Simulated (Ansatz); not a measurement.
## CoO: equation of state with PBE

Crystal: CoO.

```xyz
2
Lattice="0.0000 2.1315 2.1315 2.1315 0.0000 2.1315 2.1315 2.1315 0.0000" Properties=species:S:1:pos:R:3 pbc="T T T"
Co    0.0000    0.0000    0.0000
O     2.1315    2.1315    2.1315
```

* Program: Ansatz 0.2.0
* Task: equation of state
* Functional: PBE
* Potentials or basis: Ansatz PAW
* Cutoff: 420 eV
* Density cutoff: 1680 eV
* k mesh: 11 × 11 × 11
* Occupations: fermi-dirac, width 0.05 eV
* Spin: collinear spin, ferromagnetic start
* Starting moments: [2.0, 0.0] μB

* Equilibrium volume: 9.58 Å³/atom
* Bulk modulus: 170 GPa
* Pressure derivative of the bulk modulus: 2.9

Energy against volume, from the lowest point:
```
volume (Å³/atom)  energy (meV/atom)
           9.103              12.85
           9.297               4.06
           9.490               0.00
           9.684               0.15
           9.878               4.33
          10.071              12.14
          10.265              23.40
```

All runs of the series together: 27 s on 2 threads of Arm Neoverse V1 (shared host).
